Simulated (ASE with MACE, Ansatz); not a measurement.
# Boundary energy of Σ13 (320)[001] symmetric tilt boundary in Si (56 atoms)

What is the boundary energy of this cell, counted against the bulk crystal, and how far does it hang on functional and mesh?

Calculated with Ansatz 0.2.0: Kohn-Sham DFT, PBE, PAW (set soft_2), plane waves; cutoff 420 eV, fermi-dirac smearing of 0.025 eV. Cutoffs: 420 eV for PBE and PBEsol; 500 eV for r2SCAN.

**The cells**

The cell holds 56 atoms: 56 Si. Its edges and angles: a = 5.469 Å, b = 10.232 Å, c = 21.586 Å, α = 90.0°, β = 90.0°, γ = 74.5°. It derives from Si. The starting structure: Two grains of Si, one the mirror image of the other in the boundary plane, two boundaries a cell; of 6 trial joints (lateral shifts, openings, close atoms taken out) the lowest after a short relaxation with the MACE-MP-0b2 potential was kept (shift [0.0, 0.5] of the surface cell, opening 0.83 Å, one of each pair under 1.66 Å removed), then its atoms and the cell's length along the normal were relaxed with that potential. Lattice constants are starting values near those of PBE.

The bulk reference is Si8 in a cell of 8 atoms, 20.447 Å³ an atom.

The input of the single point on the relaxed cell:

```yaml
crystal:
  lattice:
    - [5.469, 0.0, 0.0]
    - [2.7345, 9.85938, 0.0]
    - [0.0, 0.0, 21.58622]
  atoms:
    - { symbol: Si, position: [0.30697, 0.19839, 0.98242] }
    - { symbol: Si, position: [0.65697, 0.01254, 0.00585] }
    - { symbol: Si, position: [0.55935, 0.8166, 0.03751] }
    - { symbol: Si, position: [0.97448, 0.66567, 0.05215] }
    [... 50 atom lines left out ...]
    - { symbol: Si, position: [0.95841, 0.7567, 0.50585] }
    - { symbol: Si, position: [0.30841, 0.57084, 0.48242] }
kpoints:
  mp_grid: { grid: [6, 3, 1] }
hamiltonian:
  xc: pbe
scf:
  occupations: { method: fermi_dirac, width: 0.025 }
output:
  forces: true
  stress: true
  populations: true
  dos:
    method: { smearing: { sigma: 0.08 } }
    de: 0.1
    projected:
      site_lists:
        Si: [Si]
        lower_grain: [... 28 sites ...]
        upper_grain: [... 28 sites ...]
  eigenvalues: true
  write_density: true
  write_potential: true
  volumetric_format: npy
```

| cell | formula | k-mesh | relaxation steps | gain on relaxing (eV) | free energy, PBE (eV) | Kohn-Sham gap (eV) | time of its runs on this page |
| --- | --- | --- | --- | --- | --- | --- | --- |
| Sigma13 (320)[001] symmetric tilt boundary in Si | Si56 | 6×3×1 (relaxed on 3×2×1) | 4 | 0.18 | -35600.295 | 0.77 | 3.9 min |
| bulk Si | Si8 | 10×10×10 | - | - | -5086.481 | - | 10 s |

The gap is that between the highest filled and lowest empty Kohn-Sham level; a dash marks none computed or no clear gap. Times come from shared hosts and are rough.

**Boundary energy**

The excess is the cell's free energy less 7 times that of the bulk cell. It is divided by twice the area, as the cell holds two boundaries, so the value is their mean, and they need not be alike (53.92 Å²), with 1 eV/Å² = 16.022 J/m².

```
           level  k-mesh  excess (eV)  boundary energy (J/m²)  per area (meV/Å²)
             PBE   6×3×1        5.075                   0.754               47.1
PBE, denser mesh   8×4×2        5.075                   0.754               47.1
          r2SCAN   6×3×1        5.826                   0.866               54.0
          PBEsol   6×3×1        4.990                   0.741               46.3
```

Worked for the first row at PBE: (-35600.295) − 7 × (-5086.481) = 5.075 eV (from unrounded energies).

Then 5.075 / (2 × 53.92) × 16.022 = 0.754 J/m².

**Neighbours**

Bonds by pair of elements; cutoffs follow the first minimum of g(r), held within bounds set by covalent radii, and pairs that aren't listed don't count as bonded:

```csv
pair A-B,cutoff (Å),bonds,mean length (Å),spread (Å),shortest (Å),B about A,A about B
Si-Si,2.93,112,2.38,0.054,2.31,4,4
```

How many atoms have how many bonded neighbours:

```csv
element,mean,4
Si,4,56
```

**Findings**

At PBE the boundary energy is 0.75 J/m². At the same geometries the levels give 0.74 (PBEsol) to 0.87 J/m² (r2SCAN) and the denser mesh leaves it within 0.01 J/m². Relaxing the atoms lowered it by 0.027 J/m² from the start (on the 3×2×1 mesh of the relaxation), and the farthest atom moved 0.09 Å. By these cutoffs every atom has the count of neighbours that is commonest for its element.

Limits: The cell edges were held, so the lattice is the typed one for every functional, and the length along the normal is the one that the machine-learned potential gave. Cell and bulk are sampled on unlike meshes, and the error grows with the number of atoms subtracted. The joint was picked among a few trials by a machine-learned potential, and a lower one may exist. In some runs the program notes that positions were snapped to a detected symmetry.

[Logs are printed without paths, hosts, clocks, repeated set-up lines and the standing remarks that a program may print on its own settings, such as how far it seeks lower states.]

[Hosts, paths, dates, database ids (printed as entryN), source tags and the programs' standing remarks are cut or masked in the printed files.]
